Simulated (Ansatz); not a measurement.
Defect calculation, host BP

Theory: DFT PBE, scalar-relativistic, plane waves, PAW in Ansatz. Run with 420 eV cutoff, 2×2×2 k-mesh, shifted by half a step, Gaussian smearing of 0.01 eV, collinear spin in charge 0 alone.

Host crystal, relaxed:

```xyz
2
Lattice="0.0000 2.2741 2.2741 2.2741 0.0000 2.2741 2.2741 2.2741 0.0000" Properties=species:S:1:pos:R:3 pbc="T T T"
B     0.0000    0.0000    0.0000
P     1.1370    1.1370    1.1370
```

Supercell of 32 atoms, rows in host cell vectors: 3 -1 -1; -1 3 -1; -1 -1 3. Atoms relax at the host's cell, keeping the symmetry that the supercell leaves at the site. The cell is small, so energies carry finite-size errors of tenths of an eV. The host's Kohn–Sham gap is 1.25 eV. Atoms are taken from and returned to the elements' standard states. Charged cells are corrected for image charges with the computed static dielectric tensor (mean 9.3) and aligned with the host's potential at far atoms (alignment terms reach 0.14 eV; the program doubts the alignment in some charges, where it is up to 0.14 eV). No band-filling term is added, and the Fermi level counts from the host's valence band top.

The defect is an interstitial at (0.750, 0.750, 0.750) of the host cell.

```json
{"charge": "+1", "E_f at the valence band top (eV)": "3.37", "over the neutral state (eV)": "0.43", "moment (μB)": "0.00", "largest move (Å)": "0.02", "atoms near the site": "4 B at 1.96 Å, 6 P at 2.30 Å"}
{"charge": "0", "E_f at the valence band top (eV)": "2.94", "over the neutral state (eV)": "0.00", "moment (μB)": "1.00", "largest move (Å)": "0.02", "atoms near the site": "4 B at 1.96 Å, 6 P at 2.29 Å"}
{"charge": "-1", "E_f at the valence band top (eV)": "3.81", "over the neutral state (eV)": "0.86", "moment (μB)": "0.00", "largest move (Å)": "0.03", "atoms near the site": "4 B at 1.94 Å, 6 P at 2.29 Å"}
```

Among the charges computed the stable one is 0 at the valence band top, changing to -1 at 0.86 eV. In charge +1 the extra carrier would gain by moving to a band edge of the host, so it isn't bound in the gap. Other sites of the defect weren't tried.

Question: Which element is it? Judge by the nearest distance in charge 0 and covalent radii.
A. Cs
B. Ba
C. Rb
D. H

Answer: D. The nearest neighbour is B at 1.96 Å, and the summed covalent radii with B are 2.99 Å for Ba, 3.28 Å for Cs, 1.15 Å for H, 3.04 Å for Rb, so H fits best. Bonds can miss such sums by a tenth of an ångström or more.